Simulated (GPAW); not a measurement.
ZrS:

```
CELL_PARAMETERS angstrom
0.00000 2.62500 2.62500
2.62500 0.00000 2.62500
2.62500 2.62500 0.00000
ATOMIC_POSITIONS crystal
Zr 0.00000 0.00000 0.00000
S 0.50000 0.50000 0.50000
```

* Program: GPAW 26.7.0
* Task: relaxation of cell and atoms
* Functional: PBEsol
* Potentials or basis: PAW data sets generated in the run's folder for this functional
* Cutoff: 600 eV
* Basis: pw
* k mesh: 9 × 9 × 9
* Occupations: fermi-dirac, width 0.05 eV
* Spin: no spin polarisation

At the start: pressure -7.0 GPa; volume 18.09 Å³/atom.

Problem. Where does the relaxation end?

Solution. Over 4 steps the energy falls by 20.9 meV/atom and the volume is 17.16 Å³/atom (-5.1 %); space group Fm-3m (No. 225, to 0.05 Å).

The path:
| step | energy change (eV) | largest force (eV/Å) | pressure (GPa) | volume (Å³) |
| --- | --- | --- | --- | --- |
| 1 | 0.0000 | 0.0000 | -7.02 | 36.18 |
| 2 | -0.0225 | 0.0000 | -4.95 | 35.57 |
| 3 | -0.0416 | 0.0000 | 0.37 | 34.23 |
| 4 | -0.0417 | 0.0000 | -0.02 | 34.32 |

Final structure:
```
Zr S
1.0
     0.00000    2.57924    2.57924
     2.57924    0.00000    2.57924
     2.57924    2.57924    0.00000
Zr S
1 1
Cartesian
  0.0000 0.0000 0.0000
  2.5792 2.5792 2.5792
```

Caveat: later steps reuse the first step's grids.
